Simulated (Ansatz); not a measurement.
**How far is PAW off for TaN?**

```xyz
6
Lattice="5.1960 -0.0260 -0.0260 -2.6205 4.5129 -0.0095 -0.0146 -0.0146 2.9110" Properties=species:S:1:pos:R:3 pbc="T T T"
Ta   -0.0223    2.9926    1.4405
Ta    2.5832    1.4797    1.4350
Ta    0.0000    0.0000    0.0000
N     2.0412   -0.0102   -0.0102
N     1.5637    2.7242   -0.0215
N    -1.0295    1.7729   -0.0037
```

Atom numbers follow the list: Ta1, Ta2, Ta3, N4, N5, N6.

The geometry is COD entry 2106407, unchecked; take it as a test cell. The listed cell was then made from it by scaling, straining or moving an atom.

Spin–orbit coupling is left out, though it moves levels of the heavy atoms by tenths of an eV or more.

All numbers are computed: DFT, PBEsol, PAW with Ansatz's default frozen-core files, scalar-relativistic (Ansatz 0.2.0); DFT, PBEsol, all-electron LAPW, scalar-relativistic (Ansatz 0.2.0).

For PAW: a Γ-centred 6×6×9 k mesh, Fermi–Dirac smearing of 0.01 eV, cutoff 420 eV, no spin polarisation; the PAW files were made with PBE, and the program remakes their frozen cores for this functional. LAPW targets a basis error of 1 meV/atom. The Ansatz runs share mesh, smearing and spin set-up. Plane-wave (PAW) pressures include the program's estimate of the Pulay term.

Stress and pressure are positive in compression.

The change that made this cell: equal xy, yz and zx engineering shear strains of -1 %.

PAW results:

```tsv
quantity	PAW
pressure (GPa)	-3.69
stress xx (GPa)	-3.19
stress zz (GPa)	-4.70
stress yz (GPa)	1.93
stress xz (GPa)	1.93
stress xy (GPa)	1.96
force on Ta1, x (eV/Å)	0.060
force on Ta2, x (eV/Å)	-0.058
force on Ta3, y (eV/Å)	0.130
force on N4, y (eV/Å)	-0.060
```

What does all-electron LAPW give for the same quantities?


```json
{"quantity": "pressure (GPa)", "LAPW": "-3.70"}
{"quantity": "stress xx (GPa)", "LAPW": "-3.21"}
{"quantity": "stress zz (GPa)", "LAPW": "-4.67"}
{"quantity": "stress yz (GPa)", "LAPW": "1.92"}
{"quantity": "stress xz (GPa)", "LAPW": "1.92"}
{"quantity": "stress xy (GPa)", "LAPW": "1.95"}
{"quantity": "force on Ta1, x (eV/Å)", "LAPW": "0.059"}
{"quantity": "force on Ta2, x (eV/Å)", "LAPW": "-0.058"}
{"quantity": "force on Ta3, y (eV/Å)", "LAPW": "0.128"}
{"quantity": "force on N4, y (eV/Å)", "LAPW": "-0.059"}
```
